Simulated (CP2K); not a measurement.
# CdS (Hawleyite) (F-43m) in CP2K: further runs, part 3 of 3

CP2K 2026.2. The steps go on from the part before.

## Step 5: Band structure, TB-mBJ

The input, cds_bands.inp:

```
&GLOBAL
  PROJECT cds_bands
  RUN_TYPE ENERGY
  PRINT_LEVEL LOW
&END GLOBAL
&FORCE_EVAL
  METHOD QS
  &DFT
    BASIS_SET_FILE_NAME BASIS_MOLOPT_UZH
    POTENTIAL_FILE_NAME POTENTIAL_UZH
    &MGRID
      CUTOFF 675
      REL_CUTOFF 60
      NGRIDS 4
    &END MGRID
    &QS
      METHOD GPW
      EPS_DEFAULT 1.0E-10
    &END QS
    &KPOINTS
      SCHEME MONKHORST-PACK 8 8 8
      GAMMA_CENTERED T
      SYMMETRY T
      SYMMETRY_BACKEND SPGLIB
    &END KPOINTS
    &SCF
      SCF_GUESS ATOMIC
      EPS_SCF 1.0E-6
      MAX_SCF 100
      ADDED_MOS 10
      CHOLESKY OFF
      EPS_EIGVAL 1.0E-7
      &DIAGONALIZATION ON
        ALGORITHM STANDARD
      &END DIAGONALIZATION
      &MIXING ON
        METHOD BROYDEN_MIXING
        ALPHA 0.4
        BETA 1.5
        NBUFFER 8
      &END MIXING
      &SMEAR ON
        METHOD FERMI_DIRAC
        ELECTRONIC_TEMPERATURE [K] 116.045
      &END SMEAR
    &END SCF
    &XC
      &XC_FUNCTIONAL
        &MGGA_X_TB09
        &END MGGA_X_TB09
        &LDA_C_PW
        &END LDA_C_PW
      &END XC_FUNCTIONAL
    &END XC
    &PRINT
      &KPOINTS ON
      &END KPOINTS
      &MULLIKEN ON
      &END MULLIKEN
      &MO ON
        ENERGIES T
        OCCUPATION_NUMBERS T
        &EACH
          QS_SCF 0
        &END EACH
        ADD_LAST NUMERIC
      &END MO
      &LOWDIN ON
      &END LOWDIN
      &HIRSHFELD ON
        SHAPE_FUNCTION DENSITY
      &END HIRSHFELD
      &BAND_STRUCTURE
        FILE_NAME bands.bs
        ADDED_MOS 2
        &KPOINT_SET
          UNITS B_VECTOR
          NPOINTS 6
          SPECIAL_POINT GAMMA 0.00000000 0.00000000 0.00000000
          SPECIAL_POINT X 0.50000000 0.00000000 0.50000000
          SPECIAL_POINT W 0.50000000 0.25000000 0.75000000
          SPECIAL_POINT K 0.37500000 0.37500000 0.75000000
          SPECIAL_POINT GAMMA 0.00000000 0.00000000 0.00000000
          SPECIAL_POINT L 0.50000000 0.50000000 0.50000000
          SPECIAL_POINT U 0.62500000 0.25000000 0.62500000
          SPECIAL_POINT W 0.50000000 0.25000000 0.75000000
          SPECIAL_POINT L 0.50000000 0.50000000 0.50000000
          SPECIAL_POINT K 0.37500000 0.37500000 0.75000000
        &END KPOINT_SET
        &KPOINT_SET
          UNITS B_VECTOR
          NPOINTS 6
          SPECIAL_POINT U 0.62500000 0.25000000 0.62500000
          SPECIAL_POINT X 0.50000000 0.00000000 0.50000000
        &END KPOINT_SET
      &END BAND_STRUCTURE
    &END PRINT
  &END DFT
  &SUBSYS
    &CELL
      A 4.1245538547 0.0000000000 0.0000000000
      B 2.0622769273 3.5719684174 0.0000000000
      C 2.0622769273 1.1906561391 3.3676841202
      PERIODIC XYZ
    &END CELL
    &COORD
      Cd  0.0000000000 0.0000000000 0.0000000000
      S   6.1868307820 3.5719684174 2.5257630901
    &END COORD
    &KIND Cd
      BASIS_SET TZVP-MOLOPT-PBE-GTH-q12
      POTENTIAL GTH-PBE-q12
    &END KIND
    &KIND S
      BASIS_SET TZVP-MOLOPT-PBE-GTH-q6
      POTENTIAL GTH-PBE-q6
    &END KIND
    &PRINT
      &ATOMIC_COORDINATES ON
      &END ATOMIC_COORDINATES
      &CELL ON
      &END CELL
      &SYMMETRY ON
      &END SYMMETRY
    &END PRINT
  &END SUBSYS
  &PRINT
    &FORCES ON
    &END FORCES
  &END PRINT
&END FORCE_EVAL
```

Potentials or basis: POTENTIAL_UZH Cd GTH-PBE-q12, S GTH-PBE-q6; TZVP-MOLOPT-PBE-GTH basis.

The run is started by

```sh
OMP_NUM_THREADS=1 cp2k.psmp -i cds_bands.inp -o cds_bands.out
```

cds_bands.out:

```text

 CP2K| version string:                                       CP2K version 2026.2
 CP2K| Input file name                                             cds_bands.inp

 GLOBAL| Force Environment number                                              1
 GLOBAL| Basis set file name                                    BASIS_MOLOPT_UZH
 GLOBAL| Potential file name                                       POTENTIAL_UZH
 GLOBAL| MM Potential file name                                     MM_POTENTIAL
 GLOBAL| Coordinate file name                                      __STD_INPUT__
 GLOBAL| Method name                                                        CP2K
 GLOBAL| Project name                                                  cds_bands
 GLOBAL| Run type                                                         ENERGY
 GLOBAL| FFT library                                                       FFTW3
 GLOBAL| Diagonalization library                                       ScaLAPACK
[... 5 lines left out ...]
 GLOBAL| Total number of message passing processes                             1
 GLOBAL| Number of threads for this process                                    1
 GLOBAL| CPU model name                                 Intel(R) Xeon(R) 6975P-C

 CELL| Volume [angstrom^3]:                                            49.615336
 CELL| Vector a [angstrom]:       4.125     0.000     0.000   |a| =     4.124554
 CELL| Vector b [angstrom]:       2.062     3.572     0.000   |b| =     4.124554
 CELL| Vector c [angstrom]:       2.062     1.191     3.368   |c| =     4.124554
 CELL| Angle (b,c), alpha [degree]:                                    60.000000
 CELL| Angle (a,c), beta  [degree]:                                    60.000000
 CELL| Angle (a,b), gamma [degree]:                                    60.000000
 CELL| Numerically orthorhombic:                                              NO
[... 545 lines left out ...]
 !-----------------------------------------------------------------------------!

 !-----------------------------------------------------------------------------!
                           Hirshfeld Charges

  #Atom  Element  Kind  Ref Charge     Population                    Net charge
      1       Cd     1      12.000         11.635                         0.365
      2       S      2       6.000          6.365                        -0.365

  Total Charge                                                           -0.000
 !-----------------------------------------------------------------------------!

 LOWDIN POPULATION ANALYSIS

 #  Atom  Element  Kind  Atomic population                           Net charge
       1     Cd       1         12.799039                             -0.799039
       2     S        2          5.200961                              0.799039
 # Total charge                             18.000000                 -0.000000

 KPOINTS| Band Structure Calculation
 KPOINTS| Number of k-point sets                                               2
 KPOINTS| Number of added MOs/bands                                            2
 KPOINTS| Number of k-points in set    1                                      55
 KPOINTS| In units of b-vector [2pi/Bohr]
 KPOINTS| Special point     1       GAMMA     0.000000     0.000000     0.000000
 KPOINTS| Special point     2           X     0.500000     0.000000     0.500000
 KPOINTS| Special point     3           W     0.500000     0.250000     0.750000
 KPOINTS| Special point     4           K     0.375000     0.375000     0.750000
 KPOINTS| Special point     5       GAMMA     0.000000     0.000000     0.000000
 KPOINTS| Special point     6           L     0.500000     0.500000     0.500000
 KPOINTS| Special point     7           U     0.625000     0.250000     0.625000
 KPOINTS| Special point     8           W     0.500000     0.250000     0.750000
 KPOINTS| Special point     9           L     0.500000     0.500000     0.500000
 KPOINTS| Special point    10           K     0.375000     0.375000     0.750000
 KPOINTS| Number of k-points in set    2                                       7
 KPOINTS| In units of b-vector [2pi/Bohr]
 KPOINTS| Special point     1           U     0.625000     0.250000     0.625000
 KPOINTS| Special point     2           X     0.500000     0.000000     0.500000

 ENERGY| Total FORCE_EVAL ( QS ) energy [hartree]            -48.608851082219779
```

Run time: 94 s. Hardware: 1 thread of Intel Xeon 6975P-C (Granite Rapids), shared host; peak memory 0.48 GiB.

Results:

```
Band gap on the k mesh  : 0.98 eV, direct
Band gap along the path : 0.98 eV, direct
Mulliken charges        : Cd +1.25; S -1.25 e
Hirshfeld charges       : Cd +0.36; S -0.36 e
```

Levels at the corners of the path, in eV from the valence-band top:
| point | band 5 | band 6 | band 7 | band 8 | band 9 | band 10 | band 11 | band 12 | band 13 | band 14 |
| --- | --- | --- | --- | --- | --- | --- | --- | --- | --- | --- |
| Γ | -5.43 | -5.43 | 0.00 | 0.00 | 0.00 | 0.98 | 6.31 | 6.31 | 6.31 | 11.35 |
| X | -5.29 | -5.14 | -4.03 | -2.23 | -2.23 | 3.59 | 4.21 | 9.15 | 10.89 | 10.89 |
| W | -5.50 | -4.84 | -4.29 | -2.70 | -2.27 | 5.12 | 5.49 | 7.21 | 8.07 | 11.15 |
| K | -5.37 | -4.93 | -4.32 | -2.76 | -1.80 | 4.16 | 5.29 | 8.54 | 8.92 | 9.68 |
| Γ | -5.43 | -5.43 | 0.00 | 0.00 | 0.00 | 0.98 | 6.31 | 6.31 | 6.31 | 11.35 |
| L | -5.38 | -5.13 | -4.91 | -0.92 | -0.92 | 2.79 | 6.86 | 6.86 | 7.49 | 11.98 |
| U | -5.37 | -4.93 | -4.32 | -2.76 | -1.80 | 4.16 | 5.29 | 8.54 | 8.92 | 9.68 |
| W | -5.50 | -4.84 | -4.29 | -2.70 | -2.27 | 5.12 | 5.49 | 7.21 | 8.07 | 11.15 |
| L | -5.38 | -5.13 | -4.91 | -0.92 | -0.92 | 2.79 | 6.86 | 6.86 | 7.49 | 11.98 |
| K | -5.37 | -4.93 | -4.32 | -2.76 | -1.80 | 4.16 | 5.29 | 8.54 | 8.92 | 9.68 |
| U | -5.37 | -4.93 | -4.32 | -2.76 | -1.80 | 4.16 | 5.29 | 8.54 | 8.92 | 9.68 |
| X | -5.29 | -5.14 | -4.03 | -2.23 | -2.23 | 3.59 | 4.21 | 9.15 | 10.89 | 10.89 |

Caveat: Mulliken charges move with the basis; this is a model potential without an energy functional, so only levels have meaning; the potentials were made for another functional, which shifts forces and pressure; the basis of atomic orbitals isn't converged, which shifts pressures, moduli and gaps.

## Step 6: Overview

| level | potentials or basis | smearing | EPS_DEFAULT | NGRIDS | points a segment of the path (NPOINTS) | bands added on the path | CUTOFF of the grids | gap on the mesh (eV) | pressure (GPa) |
| --- | --- | --- | --- | --- | --- | --- | --- | --- | --- |
| PBEsol | POTENTIAL_UZH Cd GTH-PBE-q12, S GTH-PBE-q6; TZVP-MOLOPT-PBE-GTH basis | fermi-dirac 0.05 eV | 1.0E-9 | 4 | 10 | 2 | 450 Ry | 0.98 | 0.6 |
| LDA | GTH_POTENTIALS Cd GTH-PADE-q12, S GTH-PADE-q6; TZVP-MOLOPT-PBE-GTH basis | fermi-dirac 0.01 eV | 1.0E-9 | 5 | 10 | 2 | 450 Ry | 0.85 | -1.9 |
| r2SCAN | POTENTIAL_UZH Cd GTH-SCAN-q12, S GTH-SCAN-q6; TZVP-MOLOPT-SCAN-GTH basis | fermi-dirac 0.0259 eV | 1.0E-9 | 5 | 10 | 6 | 675 Ry | 1.50 | 1.8 |
| TB-mBJ | POTENTIAL_UZH Cd GTH-PBE-q12, S GTH-PBE-q6; TZVP-MOLOPT-PBE-GTH basis | fermi-dirac 0.01 eV | 1.0E-10 | 4 | 6 | 2 | 675 Ry | 0.98 | - |

Alike in all rows: task band structure; no spin polarisation; cell as given; k mesh 8 × 8 × 8.

Caveats: the basis of atomic orbitals isn't converged, which shifts pressures, moduli and gaps; the potentials were made for another functional, which shifts forces and pressure (some runs); this is a model potential without an energy functional, so only levels have meaning (some runs).

Absolute energies hang on the potentials; compare differences alone.
